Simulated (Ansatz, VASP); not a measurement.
One calculation of V, two programs

The input run.py:

```python
from ase.calculators.vasp import Vasp
from ase.dft.bandgap import bandgap
from ase.spacegroup import crystal

atoms = crystal(
    ['V'],
    basis=[[0.0, 0.0, 0.0]],
    spacegroup=229,
    setting=1,
    cellpar=[3.0287, 3.0287, 3.0287, 90.0, 90.0, 90.0],
    primitive_cell=True,
)
atoms.set_initial_magnetic_moments([2.0])
calc = Vasp(
    directory='calc',
    xc='pbe',
    pp='PBE',
    setups='materialsproject',
    prec='Accurate',
    encut=520,
    ediff=1e-06,
    ismear=0,
    sigma=0.02,
    lreal=False,
    lasph=True,
    nelm=150,
    algo='Fast',
    isif=2,
    lwave=False,
    lcharg=False,
    ispin=2,
    lorbit=11,
    lmaxmix=4,
    kpts=[12, 12, 12],
    gamma=True,
)
atoms.calc = calc

print('energy (eV):', atoms.get_potential_energy())
print('free energy (eV):', atoms.get_potential_energy(force_consistent=True))
print('forces (eV/A):')
print(atoms.get_forces())
print('stress (eV/A^3, Voigt):', atoms.get_stress())
print('Fermi level (eV):', calc.get_fermi_level())
print('moment (muB):', atoms.get_magnetic_moment())
print('site moments (muB):', atoms.get_magnetic_moments())
gap, top, bottom = bandgap(calc)
print('band gap (eV):', gap, 'from (spin, k, band)', top, 'to', bottom)
```

Contents of input.yaml:

```yaml
crystal:
  lattice:
    - [-1.51435, 1.51435, 1.51435]
    - [1.51435, -1.51435, 1.51435]
    - [1.51435, 1.51435, -1.51435]
  atoms:
    - { symbol: V, position: [0.0, 0.0, 0.0], spin: 2.0 }
hamiltonian:
  xc: pbe
  pseudopotentials: { kind: paw }
magnetization:
  spin_polarized: true
kpoints:
  mp_grid: { grid: [12, 12, 12] }
scf:
  occupations: { method: gaussian, width: 0.02 }
output:
  forces: true
  stress: true
  eigenvalues: true
```

Alike in both runs: task single point; functional PBE; k mesh 12 × 12 × 12; occupations gaussian, width 0.02 eV; collinear spin, ferromagnetic start.

|  | VASP | Ansatz |
| --- | --- | --- |
| version | VASP 6.6.1 | Ansatz 0.2.0 |
| potentials or method | VASP PAW PBE potentials, release 64 (V_sv) | Ansatz PAW |
| plane-wave cutoff (eV) | 520 | 420 |
| valence electrons in the cell | 13 | 13 |

```tsv
	VASP	Ansatz	Ansatz less VASP
gap on the k mesh at the Fermi level (eV)	none	none	-
pressure (GPa)	-5.1	-5.2	-0.15
net moment per atom (μB)	0.12	0.12	-0.005
size of the moment on the site where the two differ most (μB)	0.11	0.10	-0.008
```

Site moments also hang on the region over which each program counts them. A gap of «none» marks a metal or a gap that the smearing closes.

Caveats: the starting moments weren't kept (Ansatz).
